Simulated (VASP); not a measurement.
# CO2 (I-42d) in VASP: a series of runs, part 2 of 2

VASP 6.6.1. The steps go on from the part before.

## 3. Dielectric tensor, LDA

This run uses another cell than the first one, of 7.45 Å³/atom, 1.010 times its volume.

Input file INCAR:

```
PREC = Accurate
ENCUT = 600
EDIFF = 1E-8
ISMEAR = 0
SIGMA = 0.03
LREAL = F
LASPH = T
NELM = 80
ALGO = Normal
ISIF = 2
LWAVE = F
LCHARG = F
LEPSILON = T
KPAR = 2
```

Input file KPOINTS:

```
Automatic mesh
0
Gamma
  12 12 12
```

Input file POSCAR:

```
CO2                                     
1.0
   -1.9450101846      1.9450101846      2.9551742545
    1.9450101846     -1.9450101846      2.9551742545
    1.9450101846      1.9450101846     -2.9551742545
  C               O             
     2     4
Direct
     0.0000000000000000    0.0000000000000000    0.0000000000000000
     0.7500000000000000    0.2500000000000000    0.5000000000000000
     0.3750000000000000    0.2931615664450125    0.4181615664450125
     0.7068384335549874    0.1250000000000000    0.0818384335549874
     0.8750000000000000    0.9568384335549874    0.5818384335549874
     0.0431615664450126    0.6250000000000000    0.9181615664450126
```

Potentials or basis: VASP PAW LDA potentials, release 64 (C, O).

Started as:

```
$ cat potpaw_LDA.64/C/POTCAR potpaw_LDA.64/O/POTCAR > POTCAR
$ mpirun -np 2 vasp_std > vasp.out
```

OUTCAR:

```text
PREC = Accurate
   ENCUT = 600
   EDIFF = 1E-8
   ISMEAR = 0
   LREAL = F
   LASPH = T
   NELM = 80
   ISIF = 2
   LEPSILON = T

 ion  position               nearest neighbor table
   1  0.000  0.000  0.000-   3 1.39   4 1.39   5 1.39   6 1.39
   2  0.750  0.250  0.500-   3 1.39   4 1.39   5 1.39   6 1.39
   3  0.375  0.293  0.418-   1 1.39   2 1.39
   4  0.707  0.125  0.082-   1 1.39   2 1.39
   5  0.875  0.957  0.582-   1 1.39   2 1.39
   6  0.043  0.625  0.918-   1 1.39   2 1.39

  LATTYP: Found a body centered tetragonal cell.
 ALAT       =     3.8900203692
 C/A-ratio  =     1.5193618408

  Lattice vectors:

 A1 = (  -1.9450101846,   1.9450101846,   2.9551742545)
 A2 = (   1.9450101846,  -1.9450101846,   2.9551742545)
 A3 = (   1.9450101846,   1.9450101846,  -2.9551742545)

Analysis of symmetry for initial positions (statically):
=====================================================================
 Subroutine PRICEL returns:
 Original cell was already a primitive cell.

 Routine SETGRP: Setting up the symmetry group for a
 body centered tetragonal supercell.

 Subroutine GETGRP returns: Found  8 space group operations
 (whereof  4 operations were pure point group operations)
 out of a pool of 16 trial point group operations.

[... 796 lines left out ...]
     0.00004 -1.66073  0.00000           (  0.00000 -0.07636  0.00000)
    -1.66073  0.00004  0.00000           ( -0.07636  0.00000  0.00000)
     0.00000  0.00000 -0.00031           (  0.00000  0.00000 -0.00000)

 PIEZOELECTRIC TENSOR FIELD DIRECTION 3  (C/m^2)
 -----------------------------------------------------------------------------
     0.00002 -0.59501  0.00000
    -0.59501  0.00002  0.00000
     0.00000  0.00000 -0.00011

 MACROSCOPIC STATIC DIELECTRIC TENSOR (including local field effects in DFT)
 ------------------------------------------------------
           3.226234     0.000000    -0.000000
           0.000000     3.226234     0.000000
           0.000000     0.000000     3.191728
 ------------------------------------------------------

 PIEZOELECTRIC TENSOR (including local field effects)  for field in x, y, z        (e  Angst)
          XX          YY          ZZ          XY          YZ          ZX
  --------------------------------------------------------------------------------
  x     0.00000     0.00000     0.00000     0.00000    -1.26078     0.00000
  y     0.00000     0.00000     0.00000     0.00000     0.00000    -1.26078
  z     0.00000     0.00000     0.00000    -1.66073     0.00000     0.00000

 PIEZOELECTRIC TENSOR (including local field effects)  for field in x, y, z        (C/m^2)
          XX          YY          ZZ          XY          YZ          ZX
  --------------------------------------------------------------------------------
  x     0.00000     0.00000     0.00000     0.00000    -0.45171     0.00000
  y     0.00000     0.00000     0.00000     0.00000     0.00000    -0.45171
  z     0.00000     0.00000     0.00000    -0.59501     0.00000     0.00000

 BORN EFFECTIVE CHARGES (including local field effects) (in |e|, cummulative output)
 ---------------------------------------------------------------------------------
 ion    1
    1     2.91795    -0.72059     0.00000
    2     0.72059     2.91795    -0.00000
    3     0.00000     0.00000     2.83903
 ion    2
    1     2.91795     0.72059     0.00000
    2    -0.72059     2.91795    -0.00000
    3     0.00000     0.00000     2.83903
 ion    3
    1    -0.93986    -0.00000     0.00000
    2     0.00000    -1.97808    -0.84225
    3     0.00000    -0.71723    -1.41951
 ion    4
    1    -1.97808     0.00000     0.84225
    2     0.00000    -0.93986     0.00000
    3     0.71723     0.00000    -1.41951
 ion    5
    1    -0.93986    -0.00000     0.00000
    2     0.00000    -1.97808     0.84225
    3     0.00000     0.71723    -1.41951
 ion    6
    1    -1.97808     0.00000    -0.84225
    2     0.00000    -0.93986     0.00000
    3    -0.71723     0.00000    -1.41951
```

OSZICAR:

```text
N       E                     dE             d eps       ncg     rms          rms(c)
DAV:   1     0.193766378020E+03    0.19377E+03   -0.20943E+04  6520   0.179E+03
DAV:   2    -0.439206659070E+02   -0.23769E+03   -0.23031E+03  8744   0.362E+02
DAV:   3    -0.522307642602E+02   -0.83101E+01   -0.82800E+01  7824   0.736E+01
DAV:   4    -0.523271522937E+02   -0.96388E-01   -0.96157E-01  8212   0.856E+00
[... 11 lines left out ...]
RMM:   6    -0.287351704344E+00   -0.66016E-04   -0.45896E-06 19983   0.155E-02    0.322E-03
RMM:   7    -0.287366488306E+00   -0.14784E-04   -0.18097E-07 20099   0.310E-03    0.711E-04
RMM:   8    -0.287378355030E+00   -0.11867E-04   -0.74630E-08 19766   0.138E-03    0.239E-04
RMM:   9    -0.287376247735E+00    0.21073E-05   -0.38758E-08 19030   0.486E-04    0.379E-05
RMM:  10    -0.287376205298E+00    0.42437E-07   -0.37039E-08 12403   0.175E-04    0.108E-05
RMM:  11    -0.287376262840E+00   -0.57542E-07   -0.32372E-08  8370   0.146E-04    0.132E-06
```

Run time: 10 min. Hardware: 2 MPI ranks of AMD EPYC 9R45 (Zen 5), shared host; peak memory 1 GiB.

Results:

| Property | Result |
| --- | --- |
| Band gap on the k mesh | 7.49 eV, indirect (least direct gap 7.97 eV) |
| Electronic dielectric tensor (diagonal) | 3.23, 3.23, 3.19 |
| Born charges (mean of the diagonal) | C +2.89; O -1.45 e |

Electronic dielectric tensor:
```
3.23 0.00 0.00
0.00 3.23 0.00
0.00 0.00 3.19
```

Born effective charge tensors (e):
atom 1, C
```
 2.92 -0.72  0.00
 0.72  2.92  0.00
 0.00  0.00  2.84
```
atom 2, C
```
 2.92  0.72  0.00
-0.72  2.92  0.00
 0.00  0.00  2.84
```
atom 3, O
```
-0.94  0.00  0.00
 0.00 -1.98 -0.84
 0.00 -0.72 -1.42
```
atom 4, O
```
-1.98  0.00  0.84
 0.00 -0.94  0.00
 0.72  0.00 -1.42
```
atom 5, O
```
-0.94  0.00  0.00
 0.00 -1.98  0.84
 0.00  0.72 -1.42
```
atom 6, O
```
-1.98  0.00 -0.84
 0.00 -0.94  0.00
-0.72  0.00 -1.42
```
